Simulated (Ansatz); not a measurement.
Here is an Ansatz 0.2.0 calculation.

The input input.yaml:

```yaml
crystal:
  lattice:
    - [3.17, 0.0, 0.0]
    - [-1.585, 2.74530053, 0.0]
    - [0.0, 0.0, 3.533]
  atoms:
    - { symbol: Zr, position: [0.0, 0.0, 0.0] }
    - { symbol: B, position: [0.6666666667, 0.3333333333, 0.5] }
    - { symbol: B, position: [0.3333333333, 0.6666666667, 0.5] }
hamiltonian:
  xc: pbe
  pseudopotentials: { kind: paw }
kpoints:
  mp_grid: { grid: [10, 10, 8] }
scf:
  occupations: { method: gaussian, width: 0.011 }
output:
  forces: true
  stress: true
  eigenvalues: true
```

Potentials or basis: Ansatz PAW.

Launch:

```console
$ ansatz run input.yaml --threads 2 --pin off --max-ram 5632MiB --backend cpu --events-out ev --progress --plain --runs-dir out
```

(1) What does it give for the pressure?

(2) Predict the band gap on the k mesh.

## Answers

(1) 0.8 GPa.

(2) none (metal or under the smearing width).
